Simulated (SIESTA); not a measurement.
Te2Pt (Moncheite) under changes of volume

One of the cells (24.626 Å³/atom); the others are scaled copies at fixed shape and fractional positions:

```
CELL_PARAMETERS angstrom
4.03656 0.00000 0.00000
-2.01828 3.49576 0.00000
0.00000 0.00000 5.23544
ATOMIC_POSITIONS crystal
Pt 0.00000 0.00000 0.00000
Te 0.66667 0.33333 0.75000
Te 0.33333 0.66667 0.25000
```

```yaml
Program: SIESTA 5.4.2
Functional: PBE
Potentials_or_basis: PseudoDojo 0.4 standard (PBE files)
Basis: DZP (energy shift 0.003 Ry; two zetas on semicore shells)
Grid_cutoff: 800 Ry
Energy_shift: 0.003 Ry
k_mesh: 8 × 8 × 5
Occupations: fermi-dirac, width 0.05 eV
Spin: no spin polarisation
```

```tsv
volume (Å³/atom)	energy over the lowest point (meV/atom)	pressure (GPa)	largest force (eV/Å)
22.694	222.01	22.4	2.609
23.177	161.14	18.2	2.227
23.660	?	?	?
24.626	39.49	9.0	1.321
25.108	15.92	6.6	1.045
25.591	0.00	4.2	0.814
```

Task: What does the run at 23.660 Å³/atom give?

Result: Energy over the lowest point 111.31 meV/atom; pressure 15.0 GPa; largest force 1.898 eV/Å.

Worked out: A Birch-Murnaghan fit of order 3 (a polynomial in V^(-2/3)) to the other rows has no minimum within the range. It gives 111.12 meV/atom at 23.660 Å³/atom, against the run's 111.31, and -dE/dV = 14.9 GPa, against 15.0.

Energies are extrapolated to zero smearing.

Caveats: short orbitals over semicore shells can move pressures by several GPa; the basis of atomic orbitals isn't converged, which shifts pressures, moduli and gaps; forces of over 1 eV/Å show positions far from the minimum, so gaps and moduli don't describe the material at rest (some runs).
